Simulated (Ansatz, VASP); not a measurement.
## Mg: VASP beside Ansatz

File INCAR:

```
SYSTEM = Mg
PREC = Accurate ; ENCUT = 520
EDIFF = 1E-6 ; ISMEAR = -1
SIGMA = 0.05 ; LREAL = .False.
LASPH = .True. ; NELM = 100
ALGO = Normal ; ISIF = 2
LWAVE = .False. ; LCHARG = .False.
GGA = PE ; NBANDS = 9
```

Contents of KPOINTS:

```
Automatic mesh
0
Gamma
  12 12 7
  0 0 0
```

File POSCAR:

```
Mg
1.0
    3.2305256058      0.0000000000      0.0000000000
   -1.6152628028      2.7977172422      0.0000000000
    0.0000000000      0.0000000000      5.2448365023
Mg
2
Direct
    0.3333333333      0.6666666667      0.2500000000
    0.6666666667      0.3333333333      0.7500000000
```

Input for Ansatz:

```yaml
crystal:
  lattice:
    - [3.2305256058, 0.0, 0.0]
    - [-1.6152628028, 2.7977172422, 0.0]
    - [0.0, 0.0, 5.2448365023]
  atoms:
    - { symbol: Mg, position: [0.3333333333, 0.6666666667, 0.25] }
    - { symbol: Mg, position: [0.6666666667, 0.3333333333, 0.75] }
kpoints:
  mp_grid: { grid: [12, 12, 7] }
scf:
  occupations: { method: fermi_dirac, width: 0.05 }
hamiltonian:
  xc: pbe
  pseudopotentials: { kind: all_electron, lapw: { basis_error: 0.001 } }
output:
  forces: true
  stress: true
  eigenvalues: true
```

Change from the starting cell: volume scaled by 1.02.

Alike in both runs: task single point; functional PBE; k mesh 12 × 12 × 7; occupations fermi-dirac, width 0.05 eV; no spin polarisation.

|  | VASP | Ansatz |
| --- | --- | --- |
| version | VASP 6.6.1 | Ansatz 0.2.0 |
| potentials or method | VASP PAW PBE potentials, release 64 (Mg) | all-electron LAPW, scalar-relativistic |
| plane-wave cutoff (eV) | 520 | see its input |

Ansatz gave:

```
pressure (GPa)                                  : -1.1
largest component of the traceless stress (GPa) : 0.56
```

Question: What did VASP give for the same quantities?

Answer: Pressure (GPa): -1.2; largest component of the traceless stress (GPa): 0.56.

Ansatz ran all-electron here, so the differences hold the error of VASP's frozen core and of both bases.
